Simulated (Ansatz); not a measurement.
A run of Ansatz 0.2.0 is set up as follows.

File input.yaml:

```yaml
crystal:
  lattice:
    - [0.0, 2.47502, 2.47502]
    - [2.47502, 0.0, 2.47502]
    - [2.47502, 2.47502, 0.0]
  atoms:
    - { symbol: Pb, position: [0.0, 0.0, 0.0] }
hamiltonian:
  xc: pbe
  pseudopotentials: { kind: paw }
kpoints:
  mp_grid: { grid: [9, 9, 9] }
  band_path:
    path:
      - [[0.0, 0.0, 0.0], [0.5, 0.0, 0.5], [0.5, 0.25, 0.75], [0.375, 0.375, 0.75], [0.0, 0.0, 0.0], [0.5, 0.5, 0.5], [0.625, 0.25, 0.625], [0.5, 0.25, 0.75], [0.5, 0.5, 0.5], [0.375, 0.375, 0.75]]
      - [[0.625, 0.25, 0.625], [0.5, 0.0, 0.5]]
    npoints: 14
scf:
  occupations: { method: fermi_dirac, width: 0.05 }
  n_extra_bands: 6
output:
  forces: true
  stress: true
  eigenvalues: true
  fatbands: true
```

Potentials or basis: Ansatz PAW.

The run is started by

```sh
$ ansatz run input.yaml --threads 2 --pin off --max-ram 5632MiB --backend cpu --events-out ev --progress --plain --runs-dir out
```

Question: Estimate the pressure.

Answer: 2.3 GPa.

Question: Predict the band gap on the k mesh.

Answer: None (metal or under the smearing width).

Levels at the corners of the path, in eV from the Fermi level:
```csv
point,band 4,band 5,band 6,band 7,band 8,band 9,band 10,band 11
Γ,-16.80,-16.80,-11.61,7.56,7.56,7.56,9.89,11.49
X,-16.63,-16.63,-6.56,-3.13,2.19,2.19,5.52,6.79
W,-16.75,-16.63,-6.45,-1.23,-1.23,0.41,11.00,12.30
K,-16.73,-16.67,-6.64,-2.14,-1.08,3.12,6.61,11.49
Γ,-16.80,-16.80,-11.61,7.56,7.56,7.56,9.89,11.49
L,-16.67,-16.67,-7.97,-4.07,5.72,5.72,9.37,9.61
U,-16.73,-16.67,-6.64,-2.14,-1.08,3.12,6.61,11.49
W,-16.75,-16.63,-6.45,-1.23,-1.23,0.41,11.00,12.30
L,-16.67,-16.67,-7.97,-4.07,5.72,5.72,9.37,9.61
K,-16.73,-16.67,-6.64,-2.14,-1.08,3.12,6.61,11.49
U,-16.73,-16.67,-6.64,-2.14,-1.08,3.12,6.61,11.49
X,-16.63,-16.63,-6.56,-3.13,2.19,2.19,5.52,6.79
```

Caveat: spin-orbit coupling is left out, which moves the levels of the heavy elements.
